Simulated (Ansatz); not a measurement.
# PtAs₂ (Pa-3): zone-centre phonons and dielectric response

Perturbation theory with PBEsol in Ansatz 0.2.0 on the PBEsol cell, ground state and force constants on a 4×4×4 mesh. The values are computed, spin-unpolarised, and not measurements.

The symmetry is Pa-3 (No. 205, cubic); a = 5.981 Å in the conventional setting, 17.83 Å³ an atom. As has 1 As at 2.42 Å and 3 Pt at 2.50 Å; Pt has 6 As at 2.50 Å.

```cif
data_structure
_symmetry_space_group_name_H-M 'Pa-3'
_symmetry_Int_Tables_number 205
_cell_length_a 5.9805
_cell_length_b 5.9805
_cell_length_c 5.9805
_cell_angle_alpha 90.000
_cell_angle_beta 90.000
_cell_angle_gamma 90.000
_cell_volume 213.90
loop_
_atom_site_label
_atom_site_type_symbol
_atom_site_symmetry_multiplicity
_atom_site_Wyckoff_symbol
_atom_site_fract_x
_atom_site_fract_y
_atom_site_fract_z
_atom_site_occupancy
As1 As 8 c 0.38314 0.38314 0.38314 1
Pt1 Pt 4 a 0.00000 0.00000 0.00000 1
```

Optical modes without the longitudinal term:

| ω (cm⁻¹) | degeneracy | IR intensity, summed over the level ((D/Å)²/amu) |
| --- | --- | --- |
| 101 | 1 | 0.00 |
| 105 | 3 | 2.48 |
| 114 | 2 | 0.00 |
| 150 | 3 | 0.15 |
| 167 | 1 | 0.00 |
| 174 | 3 | 18.57 |
| 204 | 2 | 0.00 |
| 213 | 3 | 0.00 |
| 235 | 3 | 12.96 |
| 243 | 2 | 0.00 |
| 247 | 3 | 23.35 |
| 255 | 3 | 0.00 |
| 267 | 1 | 0.00 |
| 281 | 3 | 0.00 |

All optical modes at Γ are real, from 101 to 281 cm⁻¹ without the longitudinal term; this says nothing of other wave vectors. The long-range field leaves the highest mode where it is. The program warns that the force constants, and all that is formed from them, aren't settled on this k mesh. Of the real levels 5 are infrared active, the strongest at 247 cm⁻¹.

The clamped-ion dielectric constant comes out as 26.42 in all directions. With the ions relaxed, ε⁰ is 31.3 in all directions. Born charges, averaged over directions: As +2.05, Pt -4.11 e.

For comparison, on the r2SCAN cell the mean ε∞ is 27.2 with PBE.
